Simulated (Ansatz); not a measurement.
**Pt (diamond type) under strong compression**

```
Pt
1.0
     0.00000    2.88776    2.88776
     2.88776    0.00000    2.88776
     2.88776    2.88776    0.00000
Pt
2
Direct
  0.87500 0.87500 0.87500
  0.12500 0.12500 0.12500
```

The cell comes from a relaxation on PAW files under the same functional, begun from a prototype that needn't be the stable phase.

Its volume is scaled at fixed shape and fractional positions.

Level of theory: DFT with PBE, scalar-relativistic, in Ansatz 0.2.0; a Γ-centred 14×14×14 k mesh, Fermi–Dirac smearing of 0.05 eV, no spin polarisation. LAPW: all electrons, basis error target 1 meV/atom; PAW: frozen-core files, cutoff 420 eV; crystal datasets: all electrons, by PAW datasets that the program makes for each cell; norm-conserving: pseudopotentials, cutoff 1143 eV; PAW (partial waves polarizable): frozen-core files, cutoff 420 eV.

Energies are extrapolated to zero smearing and count from the unscaled cell; pressure is positive in compression; gaps take the mesh and a band path. No temperature or zero-point motion is included.

Spin–orbit coupling is left out, which matters for the heavy atoms.

```csv
V/V0,V (Å³/atom),P LAPW (GPa),ΔE LAPW (eV/atom),P PAW − LAPW (GPa),ΔE PAW − LAPW (meV/atom)
1.00,24.08,0.03,0.000,-0.03,0.0
0.92,22.15,12.04,0.065,-0.04,-0.4
0.84,20.23,?,0.318,-0.06,-1.0
0.76,18.30,65.3,0.884,-0.08,-1.8
0.68,16.38,121.4,1.975,-0.08,-2.7
0.60,14.45,219.1,3.966,0.00,-3.2
0.52,12.52,?,7.547,0.41,-1.2
0.45,10.84,673.1,13.018,1.38,7.8
```

Question: Fill in "P LAPW (GPa)" for the row "0.52".

Answer: 394.4.

Question: Give the missing entry: row "0.84", column "P LAPW (GPa)".

Answer: 32.0.

Question: Fit the Vinet equation to the LAPW pressures over the whole range, with residuals weighted by 1/(|P| + 0.03·Pmax).

Answer: V0 = 24.09 Å³/atom, B0 = 114 GPa and B0′ = 5.56, and the fit misses no point by more than 1.4 GPa. A fit over so wide a range pins B0 less well than one near rest.

Question: From the table, what is the rise of the enthalpy H = E + pV up to the last row, and how stiff is the crystal between the last two rows?

Answer: ΔH = 13.018 eV + (673.1 GPa × 10.84 Å³ − 0.03 GPa × 24.08 Å³) × 0.006242 eV/(GPa·Å³) = 58.54 eV/atom, of which pV makes 78 %. The mean bulk modulus there is −ΔP/Δln V = 1930 GPa.

Question: At the smallest volume, how far do crystal datasets and norm-conserving and PAW (partial waves polarizable) lie from LAPW in pressure?

Answer: crystal datasets: 0.00 GPa; norm-conserving: +2.32 GPa; PAW (partial waves polarizable): +1.31 GPa, on a LAPW pressure of 673.1 GPa.

Question: How do the Löwdin populations by LAPW change from the unscaled cell to the last row?

Answer: Pt 5s 1.99 → 1.94, Pt 6s 1.07 → 1.12, Pt 5d 8.83 → 8.75 electrons an atom. These are projections on the shells that the free atoms fill; 0.24 e a cell lies outside them at the start and 0.43 e at the end.
